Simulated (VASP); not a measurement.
# PbSe (Clausthalite) (Fm-3m) in VASP: settings compared

PbSe (Clausthalite) is run at these levels: RPBE+D4, PBE exchange alone; tasks: single point.

All numbers are computed with VASP 6.6.1; they aren't measurements. Logs are shortened: lines on timing, memory, paths and dates and some standing lists are left out, and cuts for length are marked.

**Experimental background.**

A printed reference work, monograph reports, for a bulk crystal of PbSe at 4.2 K: band gap 0.15 eV (direct).

The results are compared with them further down.

**1. The cell of the first run**

The structure is cubic, space group Fm-3m (No. 225). Conventional cell: a = 6.241 Å, b = 6.241 Å, c = 6.241 Å, α = 90.00°, β = 90.00°, γ = 90.00°. Within 4.1 Å of Pb (site symmetry m-3m) lie 6 Se at 3.12 Å. Within 4.1 Å of Se (site symmetry m-3m) lie 6 Pb at 3.12 Å.

**2. Single point, RPBE+D4**

INCAR reads:

```
SYSTEM = PbSe
PREC = Accurate
ENCUT = 520
EDIFF = 1E-6
ISMEAR = -1
SIGMA = 0.05
LREAL = .False.
LASPH = .True.
NELM = 80
ALGO = Normal
ISIF = 2
LWAVE = .False.
LCHARG = .True.
GGA = RP
IVDW = 13
LELF = .True.
LVHAR = .True.
NBANDS = 17
```

KPOINTS reads:

```
regular mesh
0
Gamma
  8 8 8
  0 0 0
```

POSCAR reads:

```
PbSe
1.0
    0.0000000000      3.1206779849      3.1206779849
    3.1206779849      0.0000000000      3.1206779849
    3.1206779849      3.1206779849      0.0000000000
Pb Se
1 1
Direct
    0.0000000000      0.0000000000      0.0000000000
    0.5000000000      0.5000000000      0.5000000000
```

Potentials or basis: VASP PAW PBE potentials, release 64 (Pb_d, Se).

On the command line:

```console
$ cat potpaw_PBE.64/Pb_d/POTCAR potpaw_PBE.64/Se/POTCAR > POTCAR
$ mpirun -np 1 vasp_std > vasp.out
```

OUTCAR:

```text
SYSTEM = PbSe
   PREC = Accurate
   ENCUT = 520
   EDIFF = 1E-6
   ISMEAR = -1
   LREAL = .False.
   LASPH = .True.
   NELM = 80
   ISIF = 2
   GGA = RP
   IVDW = 13

 ion  position               nearest neighbor table
   1  0.000  0.000  0.000-   2 3.12   2 3.12   2 3.12   2 3.12   2 3.12   2 3.12
   2  0.500  0.500  0.500-   1 3.12   1 3.12   1 3.12   1 3.12   1 3.12   1 3.12

  LATTYP: Found a face centered cubic cell.
 ALAT       =     6.2413559698

  Lattice vectors:

 A1 = (   0.0000000000,   3.1206779849,   3.1206779849)
 A2 = (   3.1206779849,   0.0000000000,   3.1206779849)
 A3 = (   3.1206779849,   3.1206779849,   0.0000000000)

Analysis of symmetry for initial positions (statically):
=====================================================================
 Subroutine PRICEL returns:
 Original cell was already a primitive cell.

 Routine SETGRP: Setting up the symmetry group for a
 face centered cubic supercell.

 Subroutine GETGRP returns: Found 48 space group operations
 (whereof 48 operations were pure point group operations)
 out of a pool of 48 trial point group operations.

The static configuration has the point symmetry O_h .

Analysis of symmetry for dynamics (positions and initial velocities):
=====================================================================
 Subroutine PRICEL returns:
 Original cell was already a primitive cell.

 Routine SETGRP: Setting up the symmetry group for a
 face centered cubic supercell.

 Subroutine GETGRP returns: Found 48 space group operations
 (whereof 48 operations were pure point group operations)
 out of a pool of 48 trial point group operations.

The dynamic configuration has the point symmetry O_h .

 Subroutine INISYM returns: Found 48 space group operations
 (whereof 48 operations are pure point group operations),
 and found     1 'primitive' translations

----------------------------------------------------------------------------------------

                                     Primitive cell

  volume of cell :      60.7823

  direct lattice vectors                    reciprocal lattice vectors
     0.000000000  3.120677985  3.120677985    -0.160221594  0.160221594  0.160221594
     3.120677985  0.000000000  3.120677985     0.160221594 -0.160221594  0.160221594
     3.120677985  3.120677985  0.000000000     0.160221594  0.160221594 -0.160221594

  length of vectors
     4.413305130  4.413305130  4.413305130     0.277511941  0.277511941  0.277511941

  position of ions in fractional coordinates (direct lattice)
     0.000000000  0.000000000  0.000000000
     0.500000000  0.500000000  0.500000000

  ion indices of the primitive-cell ions
   primitive index   ion index
                 1           1
                 2           2

----------------------------------------------------------------------------------------

 KPOINTS: regular mesh

Automatic generation of k-mesh.
 Grid dimensions read from file:
 generate k-points for:    8    8    8

 Generating k-lattice:

  Cartesian coordinates                     Fractional coordinates (reciprocal lattice)
    -0.020027699  0.020027699  0.020027699     0.125000000  0.000000000  0.000000000
     0.020027699 -0.020027699  0.020027699     0.000000000  0.125000000  0.000000000
     0.020027699  0.020027699 -0.020027699     0.000000000  0.000000000  0.125000000

  Length of vectors
     0.034688993  0.034688993  0.034688993

  Shift w.r.t. Gamma in fractional coordinates (k-lattice)
     0.000000000  0.000000000  0.000000000

 Subroutine IBZKPT returns following result:
 ===========================================

 Found     29 irreducible k-points:

 Following reciprocal coordinates:
            Coordinates               Weight
  0.000000  0.000000  0.000000      1.000000
  0.125000  0.000000  0.000000      8.000000
  0.250000  0.000000  0.000000      8.000000
  0.375000  0.000000  0.000000      8.000000
  0.500000  0.000000  0.000000      4.000000
  0.125000  0.125000  0.000000      6.000000
[... 16 lines left out ...]
  0.500000  0.250000  0.125000     48.000000
 -0.375000  0.250000  0.125000     24.000000
 [... further k-points ...]
   k-points           NKPTS =     29   k-points in BZ     NKDIM =     29   number of bands    NBANDS=     17
   number of dos      NEDOS =    301   number of ions     NIONS =      2
   total plane-waves  NPLWV =  46656
   dimension x,y,z NGX =    36 NGY =   36 NGZ =   36
   dimension x,y,z NGXF=    72 NGYF=   72 NGZF=   72
   ions per type =               1   1
   NGX,Y,Z   is equivalent  to a cutoff of  13.56, 13.56, 13.56 a.u.
   NGXF,Y,Z  is equivalent  to a cutoff of  27.12, 27.12, 27.12 a.u.
 SYSTEM =  PbSe
   PREC   = accura    normal or accurate (medium, high low for compatibility)
   ISTART =      0    job   : 0-new  1-cont  2-samecut
   ICHARG =      2    charge: 1-file 2-atom 10-const
   ISPIN  =      1    spin polarized calculation?
   LNONCOLLINEAR =      F non collinear calculations
   LSORBIT =      F    spin-orbit coupling
   LASPH  =      T    aspherical Exc in radial PAW
   ENCUT  =  520.0 eV  38.22 Ry    6.18 a.u.   8.21  8.21  8.21*2*pi/ulx,y,z
   NELM   =     80;   NELMIN=  2; NELMDL= -5     # of ELM steps
   EDIFF  = 0.1E-05   stopping-criterion for ELM
   LREAL  =      F    real-space projection
   EDIFFG = 0.1E-04   stopping-criterion for IOM
   NSW    =      0    number of steps for IOM
   IBRION =     -1    ionic relax: 0-MD 1-quasi-New 2-CG
   NFREE  =      0    steps in history (QN), initial steepest desc. (CG)
   ISIF   =      2    stress and relaxation
   ISYM   =      2    0-nonsym 1-usesym 2-fastsym
   POTIM  = 0.5000    time-step for ionic-motion
   TEBEG  =    0.0;   TEEND  =   0.0 temperature during run
   PSTRESS=    0.0 pullay stress
   NELECT =      20.0000    total number of electrons
   NUPDOWN=      -1.0000    fix difference up-down
   EMIN   =  10.00;   EMAX   =-10.00  energy-range for DOS
   EFERMI =   0.00;   METHOD = LEGACY
   ISMEAR =    -1;   SIGMA  =   0.05  broadening in eV -4-tet -1-fermi 0-gaus
   EFERMI_NEDOS =   21; number of points for ismear=-14 and -15
   IALGO  =     38    algorithm
   IMIX   =      4    mixing-type and parameters
     AMIX     =   0.40;   BMIX     =  1.00
     AMIX_MAG =   1.60;   BMIX_MAG =  1.00
  volume/ion in A,a.u.               =      30.39       205.09
  Fermi-wavevector in a.u.,A,eV,Ry     =   1.130210  2.135788 17.379742  1.277375
  Thomas-Fermi vector in A             =   2.266906
   LORBIT       =      0    0 simple, 1 ext, 2 COOP (PROOUT), +10 PAW based schemes
   GGA     = RP    functional components
   LHFCALC =     F    Hartree Fock is set to
   AEXX    =    0.0000 exact exchange contribution
   IVDW    =    13    specifies the selected vdW correction
   LEPSILON=     F    determine dielectric tensor
   LRPA    =     F    only Hartree local field effects (RPA)
 non-spin polarized calculation
  energy-cutoff  :      520.00
  volume of cell :       60.78
 maximum number of plane-waves:      1660
 NGX is ok and might be reduce to    36
   NGX = 17   NGY = 17   NGZ = 17

 number of electron      20.0000001 magnetization

 Free energy of the ion-electron system (eV)
  ---------------------------------------------------
  ext. energy  EPLUGINS =         0.00000000
  ---------------------------------------------------
  free energy    TOTEN  =        -7.52010259 eV

  energy without entropy =       -7.52006436  energy(sigma->0) =       -7.52008347

 E-fermi :   4.7366     XC(G=0):  -9.1045

 val. band max:        4.4564865167   @ k =   0.5000   0.0000   0.0000
 cond. band min:       5.0164201306   @ k =   0.5000   0.0000   0.0000
 fundamental gap:      0.5599336139
 Fermi energy:         4.7365689532

 k-point     1 :       0.0000    0.0000    0.0000
  band No.  band energies     occupation
      1     -12.3365      2.00000
      2     -12.3365      2.00000
      3     -12.3365      2.00000
      4     -12.3258      2.00000
      5     -12.3258      2.00000
      6      -8.5975      2.00000
[... 9 lines left out ...]
     16      11.1784      0.00000
     17      12.6771      0.00000

 k-point     2 :       0.1250    0.0000    0.0000
  band No.  band energies     occupation
      1     -12.3359      2.00000
      2     -12.3347      2.00000
      3     -12.3347      2.00000
      4     -12.3265      2.00000
      5     -12.3265      2.00000
      6      -8.4915      2.00000
[... 9 lines left out ...]
     16      11.4997      0.00000
     17      13.7197      0.00000

 k-point     3 :       0.2500    0.0000    0.0000
  band No.  band energies     occupation
      1     -12.3377      2.00000
      2     -12.3377      2.00000
      3     -12.3347      2.00000
      4     -12.3208      2.00000
      5     -12.3208      2.00000
      6      -8.2027      2.00000
[... 9 lines left out ...]
     16      12.3293      0.00000
     17      15.5331      0.00000

 k-point     4 :       0.3750    0.0000    0.0000
  band No.  band energies     occupation
      1     -12.3436      2.00000
      2     -12.3436      2.00000
      3     -12.3336      2.00000
      4     -12.3123      2.00000
      5     -12.3123      2.00000
      6      -7.8454      2.00000
[... 9 lines left out ...]
     16      13.5773      0.00000
     17      15.8066      0.00000
[... 343 lines left out ...]
      1     -12.3540      2.00000
      2     -12.3380      2.00000
      3     -12.3300      2.00000
      4     -12.3201      2.00000
      5     -12.3142      2.00000
      6      -7.9648      2.00000
[... 9 lines left out ...]
     16      13.9601      0.00000
     17      14.4770      0.00000

 k-point    23 :       0.5000    0.2500    0.1250
  band No.  band energies     occupation
      1     -12.3629      2.00000
      2     -12.3348      2.00000
      3     -12.3315      2.00000
      4     -12.3168      2.00000
      5     -12.3106      2.00000
      6      -7.6578      2.00000
[... 9 lines left out ...]
     16      14.4378      0.00000
     17      15.4449      0.00000

 k-point    24 :      -0.3750    0.2500    0.1250
  band No.  band energies     occupation
      1     -12.3662      2.00000
      2     -12.3364      2.00000
      3     -12.3265      2.00000
      4     -12.3197      2.00000
      5     -12.3081      2.00000
      6      -7.5107      2.00000
[... 9 lines left out ...]
     16      15.3309      0.00000
     17      15.4035      0.00000

 [... further k-points ...]

------------------------ aborting loop because EDIFF is reached ----------------------------------------

  DFT-D4 for vdW energy calculation

  Edisp (eV):   -1.38434

  FORCE on cell =-STRESS in cart. coord.  units (eV):
  Direction    XX          YY          ZZ          XY          YZ          ZX
  --------------------------------------------------------------------------------------
  -------------------------------------------------------------------------------------
  Total       0.05624     0.05624     0.05624     0.00000     0.00000    -0.00000
  in kB       1.48243     1.48243     1.48243     0.00000     0.00000    -0.00000
  external pressure =        1.48 kB  Pullay stress =        0.00 kB

 VOLUME and BASIS-vectors are now :
 -----------------------------------------------------------------------------
  energy-cutoff  :      520.00
  volume of cell :       60.78
      direct lattice vectors                 reciprocal lattice vectors
     0.000000000  3.120677985  3.120677985    -0.160221594  0.160221594  0.160221594
     3.120677985  0.000000000  3.120677985     0.160221594 -0.160221594  0.160221594
     3.120677985  3.120677985  0.000000000     0.160221594  0.160221594 -0.160221594

 POSITION                                       TOTAL-FORCE (eV/Angst)
 -----------------------------------------------------------------------------------
      0.00000      0.00000      0.00000        -0.000000     -0.000000     -0.000000
      3.12068      3.12068      3.12068         0.000000      0.000000      0.000000
 -----------------------------------------------------------------------------------
    total drift:                                0.000000      0.000000      0.000000

  FREE ENERGIE OF THE ION-ELECTRON SYSTEM (eV)
  ---------------------------------------------------
  free  energy   TOTEN  =        -8.9044387183 eV

  energy  without entropy=       -8.9044004942  energy(sigma->0) =       -8.90441961
```

It took 28 s on 1 thread of Intel Xeon Platinum 8375C at 2.90GHz (Ice Lake), shared host; peak memory 0.21 GiB.

Results:

- Free energy: -8.9044 eV
- Pressure: 0.1 GPa
- Band gap on the k mesh: 0.56 eV, direct
- Dispersion energy per atom: -0.692 eV

Caveat: the PAW data sets were made with another functional, which shifts forces and pressure a little; spin-orbit coupling is left out, which moves the levels of the heavy elements.

**3. Single point, PBE exchange alone**

INCAR reads:

```
AGGAC = 0.0 ; ALDAC = 0.0
ALGO = Normal ; EDIFF = 1E-6
ENCUT = 520 ; GGA = PE
ISIF = 2 ; ISMEAR = -1
LASPH = T ; LCHARG = T
LELF = T ; LREAL = F
LVHAR = T ; LWAVE = F
NBANDS = 17 ; NELM = 100
PREC = Accurate ; SIGMA = 0.05
```

KPOINTS reads:

```
k-points
0
Gamma
  8 8 8
```

POSCAR is that of step 2.

Potentials or basis: VASP PAW PBE potentials, release 64 (Pb_d, Se).

On the command line:

```console
$ cat potpaw_PBE.64/Pb_d/POTCAR potpaw_PBE.64/Se/POTCAR > POTCAR
$ mpirun -np 1 vasp_std > vasp.out
```

It took 27 s on 1 thread of Intel Xeon Platinum 8375C at 2.90GHz (Ice Lake), shared host; peak memory 0.21 GiB.

The run converged. Its results:

```
Free energy            : -5.9461 eV
Pressure               : 7.5 GPa
Band gap on the k mesh : 0.58 eV, direct
```

Levels at points of the mesh, in eV from the valence-band top:
```
           k point  band 6  band 7  band 8  band 9  band 10  band 11  band 12  band 13  band 14  band 15
(0.00, 0.00, 0.00)  -13.06   -6.42   -1.58   -1.58    -1.58     4.54     4.54     4.54     6.86     6.86
(0.50, 0.00, 0.00)  -12.13   -8.50   -1.19   -1.19     0.00     0.58     1.85     1.85     8.87    10.24
(0.50, 0.50, 0.00)  -11.84   -7.34   -4.39   -2.81    -2.81     4.27     5.37     5.37     5.86    11.30
```

Caveat: spin-orbit coupling is left out, which moves the levels of the heavy elements.

**4. How close it comes**

Step 2. A measured gap of PbSe is 0.15 eV (direct; 4.2 K; a printed reference work, monograph); the calculated 0.56 eV misses it by +0.41 eV. 2 values of this kind are on record (0.15 to 0.28 eV); this one was drawn at random. Spin-orbit coupling on Pb, Se is left out. The value is that of RPBE+D4 on a finite k mesh, which can miss the band edges, without temperature or zero-point motion.
